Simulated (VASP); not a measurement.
# ZnCu2SnS4 (I-4) in VASP: a series of runs

One crystal, ZnCu2SnS4, is run at these levels: PBE; tasks: relaxation of cell and atoms.

Program: VASP 6.6.1. These are calculated values, not measurements. Logs are shortened: lines on timing, memory, paths and dates and some standing lists are left out, and cuts for length are marked.

### Step 1. The structure

The structure is tetragonal, space group I-4 (No. 82). The conventional cell has a = 5.434 Å, b = 5.434 Å, c = 10.850 Å, α = 90.00°, β = 90.00°, γ = 90.00°. Zn (site symmetry -4) is surrounded by 4 S at 2.33 Å. Around Cu (site symmetry -4) lie 4 S at 2.33 Å. Around Cu (site symmetry -4) lie 4 S at 2.33 Å. Around Sn (site symmetry -4) lie 4 S at 2.41 Å. Around S (site symmetry 1) lie 1 Zn at 2.33 Å and 2 Cu at 2.33 Å and 1 Sn at 2.41 Å.

### Step 2. Relaxation of cell and atoms, PBE

INCAR reads:

```
SYSTEM = ZnCu2SnS4
PREC = Accurate ; ENCUT = 600
EDIFF = 1E-6 ; ISMEAR = 0
SIGMA = 0.03 ; LREAL = .FALSE.
LASPH = .TRUE. ; NELM = 80
ALGO = Normal ; ISIF = 3
LWAVE = .FALSE. ; LCHARG = .FALSE.
GGA = PE ; IBRION = 2
NSW = 90 ; EDIFFG = -0.01
KPAR = 4
```

KPOINTS reads:

```
Automatic mesh
0
G
  10 10 10
  0 0 0
```

POSCAR reads:

```
ZnCu2SnS4
1.0
   -2.7171000000      2.7171000000      5.4248000000
    2.7171000000     -2.7171000000      5.4248000000
    2.7171000000      2.7171000000     -5.4248000000
Zn Cu Sn S
1 2 1 4
Direct
    0.2500000000      0.7500000000      0.5000000000
    0.0000000000      0.0000000000      0.0000000000
    0.7500000000      0.2500000000      0.5000000000
    0.5000000000      0.5000000000      0.0000000000
    0.3716100000      0.8844100000      0.9996000000
    0.1155900000      0.1151900000      0.4872000000
    0.8848100000      0.3720100000      0.0004000000
    0.6279900000      0.6283900000      0.5128000000
```

Potentials or basis: VASP PAW PBE potentials, release 64 (Zn, Cu, Sn_d, S).

On the command line:

```sh
$ cat potpaw_PBE.64/Zn/POTCAR potpaw_PBE.64/Cu/POTCAR potpaw_PBE.64/Sn_d/POTCAR potpaw_PBE.64/S/POTCAR > POTCAR
$ mpirun -np 4 vasp_std > vasp.out
```

OUTCAR:

```text
SYSTEM = ZnCu2SnS4
   PREC = Accurate
   ENCUT = 600
   EDIFF = 1E-6
   ISMEAR = 0
   LREAL = .FALSE.
   LASPH = .TRUE.
   NELM = 80
   ISIF = 3
   GGA = PE
   IBRION = 2
   NSW = 90
   EDIFFG = -0.01

 ion  position               nearest neighbor table
   1  0.250  0.750  0.500-   8 2.33   7 2.33   6 2.33   5 2.33
   2  0.000  0.000  0.000-   5 2.33   8 2.33   7 2.33   6 2.33
   3  0.750  0.250  0.500-   7 2.33   6 2.33   5 2.33   8 2.33
   4  0.500  0.500  0.000-   8 2.41   7 2.41   6 2.41   5 2.41
   5  0.372  0.884  1.000-   1 2.33   2 2.33   3 2.33   4 2.41
   6  0.116  0.115  0.487-   1 2.33   2 2.33   3 2.33   4 2.41
   7  0.885  0.372  0.000-   1 2.33   2 2.33   3 2.33   4 2.41
   8  0.628  0.628  0.513-   1 2.33   2 2.33   3 2.33   4 2.41

  LATTYP: Found a body centered tetragonal cell.
 ALAT       =     5.4342000000
 C/A-ratio  =     1.9965404291

  Lattice vectors:

 A1 = (  -2.7171000000,   2.7171000000,   5.4248000000)
 A2 = (   2.7171000000,  -2.7171000000,   5.4248000000)
 A3 = (   2.7171000000,   2.7171000000,  -5.4248000000)

Analysis of symmetry for initial positions (statically):
=====================================================================
 Subroutine PRICEL returns:
 Original cell was already a primitive cell.

 Routine SETGRP: Setting up the symmetry group for a
 body centered tetragonal supercell.

 Subroutine GETGRP returns: Found  4 space group operations
 (whereof  4 operations were pure point group operations)
 out of a pool of 16 trial point group operations.

The static configuration has the point symmetry S_4 .

Analysis of symmetry for dynamics (positions and initial velocities):
=====================================================================
 Subroutine PRICEL returns:
 Original cell was already a primitive cell.

 Routine SETGRP: Setting up the symmetry group for a
 body centered tetragonal supercell.

 Subroutine GETGRP returns: Found  4 space group operations
 (whereof  4 operations were pure point group operations)
 out of a pool of 16 trial point group operations.

The dynamic configuration has the point symmetry S_4 .

 Subroutine INISYM returns: Found  4 space group operations
 (whereof  4 operations are pure point group operations),
 and found     1 'primitive' translations

----------------------------------------------------------------------------------------

                                     Primitive cell

  volume of cell :     160.1972

  direct lattice vectors                    reciprocal lattice vectors
    -2.717100000  2.717100000  5.424800000     0.000000000  0.184019727  0.092169297
     2.717100000 -2.717100000  5.424800000     0.184019727  0.000000000  0.092169297
     2.717100000  2.717100000 -5.424800000     0.184019727  0.184019727  0.000000000

  length of vectors
     6.647835728  6.647835728  6.647835728     0.205811659  0.205811659  0.260243194

  position of ions in fractional coordinates (direct lattice)
     0.250000000  0.750000000  0.500000000
     0.000000000  0.000000000  0.000000000
     0.750000000  0.250000000  0.500000000
     0.500000000  0.500000000  0.000000000
     0.371610000  0.884410000  0.999600000
     0.115590000  0.115190000  0.487200000
     0.884810000  0.372010000  0.000400000
     0.627990000  0.628390000  0.512800000

  ion indices of the primitive-cell ions
   primitive index   ion index
                 1           1
                 2           2
                 3           3
                 4           4
                 5           5
                 6           6
                 7           7
                 8           8

----------------------------------------------------------------------------------------

 KPOINTS: Automatic mesh

Automatic generation of k-mesh.
 Grid dimensions read from file:
 generate k-points for:   10   10   10

 Generating k-lattice:

  Cartesian coordinates                     Fractional coordinates (reciprocal lattice)
     0.000000000  0.018401973  0.009216930     0.100000000 -0.000000000  0.000000000
     0.018401973  0.000000000  0.009216930    -0.000000000  0.100000000  0.000000000
     0.018401973  0.018401973  0.000000000     0.000000000  0.000000000  0.100000000

  Length of vectors
     0.020581166  0.020581166  0.026024319

  Shift w.r.t. Gamma in fractional coordinates (k-lattice)
     0.000000000  0.000000000  0.000000000

 Subroutine IBZKPT returns following result:
 ===========================================

 Found    144 irreducible k-points:

 Following reciprocal coordinates:
            Coordinates               Weight
  0.000000  0.000000  0.000000      1.000000
  0.100000  0.000000  0.000000      8.000000
  0.200000  0.000000  0.000000      8.000000
  0.300000 -0.000000  0.000000      8.000000
  0.400000 -0.000000  0.000000      8.000000
  0.500000  0.000000  0.000000      4.000000
[... 16 lines left out ...]
  0.200000  0.200000  0.000000      8.000000
  0.300000  0.200000  0.000000      8.000000
 [... further k-points ...]
   k-points           NKPTS =    144   k-points in BZ     NKDIM =    144   number of bands    NBANDS=     43
   number of dos      NEDOS =    301   number of ions     NIONS =      8
   total plane-waves  NPLWV = 157464
   dimension x,y,z NGX =    54 NGY =   54 NGZ =   54
   dimension x,y,z NGXF=   108 NGYF=  108 NGZF=  108
   ions per type =               1   2   1   4
   NGX,Y,Z   is equivalent  to a cutoff of  13.50, 13.50, 13.50 a.u.
   NGXF,Y,Z  is equivalent  to a cutoff of  27.01, 27.01, 27.01 a.u.
 SYSTEM =  ZnCu2SnS4
   PREC   = accura    normal or accurate (medium, high low for compatibility)
   ISTART =      0    job   : 0-new  1-cont  2-samecut
   ICHARG =      2    charge: 1-file 2-atom 10-const
   ISPIN  =      1    spin polarized calculation?
   LNONCOLLINEAR =      F non collinear calculations
   LSORBIT =      F    spin-orbit coupling
   LASPH  =      T    aspherical Exc in radial PAW
   ENCUT  =  600.0 eV  44.10 Ry    6.64 a.u.  13.28 13.28 13.28*2*pi/ulx,y,z
   NELM   =     80;   NELMIN=  2; NELMDL= -5     # of ELM steps
   EDIFF  = 0.1E-05   stopping-criterion for ELM
   LREAL  =      F    real-space projection
   EDIFFG = -.1E-01   stopping-criterion for IOM
   NSW    =     90    number of steps for IOM
   IBRION =      2    ionic relax: 0-MD 1-quasi-New 2-CG
   NFREE  =      1    steps in history (QN), initial steepest desc. (CG)
   ISIF   =      3    stress and relaxation
   ISYM   =      2    0-nonsym 1-usesym 2-fastsym
   POTIM  = 0.5000    time-step for ionic-motion
   TEBEG  =    0.0;   TEEND  =   0.0 temperature during run
   PSTRESS=    0.0 pullay stress
   NELECT =      72.0000    total number of electrons
   NUPDOWN=      -1.0000    fix difference up-down
   EMIN   =  10.00;   EMAX   =-10.00  energy-range for DOS
   EFERMI =   0.00;   METHOD = LEGACY
   ISMEAR =     0;   SIGMA  =   0.03  broadening in eV -4-tet -1-fermi 0-gaus
   EFERMI_NEDOS =   21; number of points for ismear=-14 and -15
   IALGO  =     38    algorithm
   IMIX   =      4    mixing-type and parameters
     AMIX     =   0.40;   BMIX     =  1.00
     AMIX_MAG =   1.60;   BMIX_MAG =  1.00
  volume/ion in A,a.u.               =      20.02       135.13
  Fermi-wavevector in a.u.,A,eV,Ry     =   1.254009  2.369734 21.395688  1.572539
  Thomas-Fermi vector in A             =   2.387835
   LORBIT       =      0    0 simple, 1 ext, 2 COOP (PROOUT), +10 PAW based schemes
   GGA     = PE    functional components
   LHFCALC =     F    Hartree Fock is set to
   AEXX    =    0.0000 exact exchange contribution
   IVDW    =     0    specifies the selected vdW correction
   LEPSILON=     F    determine dielectric tensor
   LRPA    =     F    only Hartree local field effects (RPA)
 conjugate gradient relaxation of ions
 non-spin polarized calculation
 Gauss-broadening in eV      SIGMA  =   0.03
  energy-cutoff  :      600.00
  volume of cell :      160.20
 maximum number of plane-waves:      5397
 NGX is ok and might be reduce to    54
   NGX = 27   NGY = 27   NGZ = 27

--------------------------------------- Ionic step        1  -------------------------------------------

 number of electron      71.9999998 magnetization

 Free energy of the ion-electron system (eV)
  ---------------------------------------------------
  ext. energy  EPLUGINS =         0.00000000
  ---------------------------------------------------
  free energy    TOTEN  =       -32.51797295 eV

  energy without entropy =      -32.51797295  energy(sigma->0) =      -32.51797295

 E-fermi :   4.9821     XC(G=0):  -9.7839

 val. band max:        4.8663821359   @ k =   0.0000   0.0000   0.0000
 cond. band min:       5.1867021289   @ k =   0.0000   0.0000   0.0000
 fundamental gap:      0.3203199930
 Fermi energy:         4.9821479496

 k-point     1 :       0.0000    0.0000    0.0000
  band No.  band energies     occupation
      1     -17.4243      2.00000
      2     -17.4200      2.00000
      3     -17.4200      2.00000
      4     -17.3319      2.00000
      5     -17.3239      2.00000
      6      -9.6975      2.00000
[... 1214 lines left out ...]
  FREE ENERGIE OF THE ION-ELECTRON SYSTEM (eV)
  ---------------------------------------------------
  free  energy   TOTEN  =       -32.5817881601 eV

  energy  without entropy=      -32.5817872330  energy(sigma->0) =      -32.58178770

[... ionic steps 4 to 8 ...]

--------------------------------------- Ionic step        9  -------------------------------------------

 number of electron      71.9999985 magnetization

------------------------ aborting loop because EDIFF is reached ----------------------------------------

  FORCE on cell =-STRESS in cart. coord.  units (eV):
  Direction    XX          YY          ZZ          XY          YZ          ZX
  --------------------------------------------------------------------------------------
  -------------------------------------------------------------------------------------
  Total       -0.0934167     -0.0934167     -0.0236025      0.0000001      0.0000000      0.0000000
  in kB       -0.9134092     -0.9134092     -0.2307804      0.0000006      0.0000000      0.0000000
  external PRESSURE =      -0.6858663 kB  Pullay stress =       0.0000000 kB
[... 69 lines left out ...]
  energy  without entropy=      -32.5994505823  energy(sigma->0) =      -32.59945424

--------------------------------------- Ionic step       11  -------------------------------------------

 number of electron      71.9999985 magnetization

 Free energy of the ion-electron system (eV)
  ---------------------------------------------------
  ext. energy  EPLUGINS =         0.00000000
  ---------------------------------------------------
  free energy    TOTEN  =       -32.59945500 eV

  energy without entropy =      -32.59944800  energy(sigma->0) =      -32.59945150

 E-fermi :   4.7059     XC(G=0):  -9.6848

 val. band max:        4.6681400565   @ k =   0.0000   0.0000   0.0000
 cond. band min:       4.7435967847   @ k =   0.0000   0.0000   0.0000
 fundamental gap:      0.0754567282
 Fermi energy:         4.7058959107

 k-point     1 :       0.0000    0.0000    0.0000
  band No.  band energies     occupation
      1     -17.5823      2.00000
      2     -17.5789      2.00000
      3     -17.5789      2.00000
      4     -17.5117      2.00000
      5     -17.5074      2.00000
      6      -9.7012      2.00000
[... 1130 lines left out ...]
  FREE ENERGIE OF THE ION-ELECTRON SYSTEM (eV)
  ---------------------------------------------------
  free  energy   TOTEN  =       -32.5994549986 eV

  energy  without entropy=      -32.5994479986  energy(sigma->0) =      -32.59945150

 reached required accuracy - stopping structural energy minimisation
```

Run time: 30 min. Hardware: 4 MPI ranks of Intel Xeon 6975P-C (Granite Rapids), shared host; peak memory 1.3 GiB.

Results:

```yaml
Free_energy: -32.5995 eV
Relaxed_volume: 20.47 Å³/atom
Relaxed_cell: a = 6.696 Å, b = 6.696 Å, c = 6.696 Å, α = 131.74°, β = 131.74°, γ = 70.64°
Space_group_after_relaxing_to_0.05_Å: I-4 (No. 82)
Energy_gained_by_relaxing: 10.2 meV/atom
Ionic_steps: 11
Pressure_after_relaxing: 0.0 GPa
Largest_force_after_relaxing: 0.009 eV/Å
Band_gap_on_the_k_mesh: 0.08 eV, direct
```

Forces on the atoms (eV/Å):
```
Zn   0.000  0.000  0.000
Cu   0.000  0.000  0.000
Cu   0.000  0.000  0.000
Sn   0.000  0.000  0.000
S    0.002  0.005 -0.007
S    0.005 -0.002  0.007
S   -0.002 -0.005 -0.007
S   -0.005  0.002  0.007
```

The path:
```tsv
step	energy change (eV)	largest force (eV/Å)	pressure (GPa)	volume (Å³)
1	0.0000	0.5795	2.14	160.20
2	-0.0629	0.1976	-0.94	166.48
3	-0.0638	0.2336	-0.63	165.76
4	-0.0771	0.1211	-0.30	164.63
5	-0.0808	0.0347	0.17	163.19
6	-0.0813	0.0203	0.08	163.53
7	-0.0813	0.0216	0.06	163.58
8	-0.0815	0.0104	-0.01	163.77
9	-0.0815	0.0071	-0.07	163.86
10	-0.0815	0.0080	-0.07	163.83
11	-0.0815	0.0090	-0.01	163.80
```

Final structure:
```yaml
crystal:
  lattice:
    - [-2.73767, 2.73767, 5.46375]
    - [2.73767, -2.73767, 5.46375]
    - [2.73767, 2.73767, -5.46375]
  atoms:
    - { symbol: Zn, position: [0.25000, 0.75000, 0.50000] }
    - { symbol: Cu, position: [0.00000, 0.00000, 0.00000] }
    - { symbol: Cu, position: [0.75000, 0.25000, 0.50000] }
    - { symbol: Sn, position: [0.50000, 0.50000, 0.00000] }
    - { symbol: S, position: [0.37125, 0.89491, 0.00752] }
    - { symbol: S, position: [0.10509, 0.11262, 0.47635] }
    - { symbol: S, position: [0.88738, 0.36373, 0.99248] }
    - { symbol: S, position: [0.63627, 0.62875, 0.52365] }
```

Levels at points of the mesh, in eV from the valence-band top:
```
           k point  band 33  band 34  band 35  band 36  band 37  band 38  band 39  band 40
(0.00, 0.00, 0.00)    -1.41    -0.07    -0.07     0.00     0.08     1.97     2.68     3.65
(0.50, 0.00, 0.00)    -1.15    -1.08    -0.99    -0.49     1.45     3.05     3.23     4.03
(0.50, 0.50, 0.00)    -0.79    -0.69    -0.50    -0.39     0.50     2.24     3.05     3.99
(0.50, 0.50, 0.50)    -1.11    -1.09    -0.83    -0.83     1.17     2.02     2.02     2.32
```

Caveat: spin-orbit coupling is left out, which moves the levels of the heavy elements.

### Step 3. Relaxation of cell and atoms, PBE

This run uses another cell than the first one, of 20.47 Å³/atom, 1.022 times its volume.

INCAR reads:

```
SYSTEM = ZnCu2SnS4
PREC = Accurate ; ENCUT = 600
EDIFF = 1E-7 ; ISMEAR = 0
SIGMA = 0.03 ; LREAL = .FALSE.
LASPH = .TRUE. ; NELM = 80
ALGO = Normal ; ISIF = 3
LWAVE = .FALSE. ; LCHARG = .FALSE.
GGA = PE ; IBRION = 2
NSW = 90 ; EDIFFG = -0.005
KPAR = 4
```

KPOINTS is that of step 2.

POSCAR reads:

```
ZnCu2SnS4                               
1.0
   -2.7376699519      2.7376699646      5.4637534198
    2.7376699519     -2.7376699646      5.4637534198
    2.7376699646      2.7376699519     -5.4637534198
  Zn              Cu              Sn              S             
     1     2     1     4
Direct
     0.2500000000000000    0.7500000000000000    0.5000000000000000
     0.0000000000000000    0.0000000000000000    0.0000000000000000
     0.7500000000000000    0.2500000000000000    0.5000000000000000
     0.5000000000000000    0.5000000000000000    0.0000000000000000
     0.3712546501396577    0.8949059498217969    0.0075224495541481
     0.1050940501782030    0.1126164997323510    0.4763487003178678
     0.8873835002676491    0.3637322005855169    0.9924775504458522
     0.6362677994144829    0.6287453498603421    0.5236512996821321
```

Potentials or basis: VASP PAW PBE potentials, release 64 (Zn, Cu, Sn_d, S).

On the command line:

```sh
$ cat potpaw_PBE.64/Zn/POTCAR potpaw_PBE.64/Cu/POTCAR potpaw_PBE.64/Sn_d/POTCAR potpaw_PBE.64/S/POTCAR > POTCAR
$ mpirun -np 4 vasp_std > vasp.out
```

Wall time 7.8 min (4 MPI ranks of Intel Xeon 6975P-C (Granite Rapids), shared host); peak memory 1.3 GiB.

It converged, with:

| Property | Result |
| --- | --- |
| Free energy | -32.6000 eV |
| Relaxed volume | 20.47 Å³/atom |
| Relaxed cell | a = 6.697 Å, b = 6.697 Å, c = 6.697 Å, α = 131.75°, β = 131.75°, γ = 70.62° |
| Space group after relaxing (to 0.05 Å) | I-4 (No. 82) |
| Energy gained by relaxing | 0.0 meV/atom |
| Ionic steps | 2 |
| Pressure after relaxing | 0.0 GPa |
| Largest force after relaxing | 0.005 eV/Å |
| Band gap on the k mesh | 0.08 eV, direct |

Forces on the atoms (eV/Å):
```
Zn   0.000  0.000  0.000
Cu   0.000  0.000  0.000
Cu   0.000  0.000  0.000
Sn   0.000  0.000  0.000
S    0.002  0.002 -0.003
S    0.002 -0.002  0.003
S   -0.002 -0.002 -0.003
S   -0.002  0.002  0.003
```

Final structure:
```cif
data_structure
_symmetry_space_group_name_H-M 'P 1'
_symmetry_Int_Tables_number 1
_cell_length_a 6.6966
_cell_length_b 6.6966
_cell_length_c 6.6966
_cell_angle_alpha 131.752
_cell_angle_beta 131.752
_cell_angle_gamma 70.620
_cell_volume 163.75
loop_
_atom_site_label
_atom_site_type_symbol
_atom_site_fract_x
_atom_site_fract_y
_atom_site_fract_z
_atom_site_occupancy
Zn1 Zn 0.25000 0.75000 0.50000 1
Cu1 Cu 0.00000 0.00000 0.00000 1
Cu2 Cu 0.75000 0.25000 0.50000 1
Sn1 Sn 0.50000 0.50000 0.00000 1
S1 S 0.37127 0.89489 0.00759 1
S2 S 0.10511 0.11269 0.47638 1
S3 S 0.88731 0.36368 0.99241 1
S4 S 0.63632 0.62873 0.52363 1
```

Levels at points of the mesh, in eV from the valence-band top:
```
           k point  band 32  band 33  band 34  band 35  band 36  band 37  band 38  band 39  band 40  band 41
(0.00, 0.00, 0.00)    -1.58    -1.41    -0.07    -0.07     0.00     0.08     1.97     2.68     3.65     3.65
(0.50, 0.00, 0.00)    -1.27    -1.15    -1.08    -0.99    -0.49     1.45     3.05     3.23     4.03     4.11
(0.50, 0.50, 0.00)    -1.23    -0.79    -0.69    -0.49    -0.39     0.51     2.23     3.05     3.99     4.21
(0.50, 0.50, 0.50)    -1.11    -1.11    -1.09    -0.83    -0.83     1.18     2.02     2.02     2.32     3.17
```

Caveat: spin-orbit coupling is left out, which moves the levels of the heavy elements. A k mesh can miss the band edges.
